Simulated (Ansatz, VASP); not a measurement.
# One calculation of TePb, two programs

```
CELL_PARAMETERS angstrom
0.00000 3.28038 3.28038
3.28038 0.00000 3.28038
3.28038 3.28038 0.00000
ATOMIC_POSITIONS crystal
Pb 0.50000 0.50000 0.50000
Te 0.00000 0.00000 0.00000
```

Alike in both runs: task single point; functional PBE; k mesh 6 × 6 × 6; occupations gaussian, width 0.05 eV; non-collinear spin, spin-orbit coupling.

|  | VASP | Ansatz |
| --- | --- | --- |
| version | VASP 6.6.1 | Ansatz 0.2.0 |
| potentials or method | VASP PAW PBE potentials, release 64 (Pb_d, Te) | plane waves, PAW |
| plane-wave cutoff (eV) | 520 | 420 |
| valence electrons in the cell | 20 | 30 |

|  | VASP | Ansatz | Ansatz less VASP |
| --- | --- | --- | --- |
| pressure (GPa) | 0.1 | 0.0 | -0.10 |
| net moment per atom (μB) | 0.00 | 0.00 | 0.000 |

With one functional, cell and mesh, what is left measures potentials, basis and numerics. The two sets of potentials don't hold the same shells in valence.
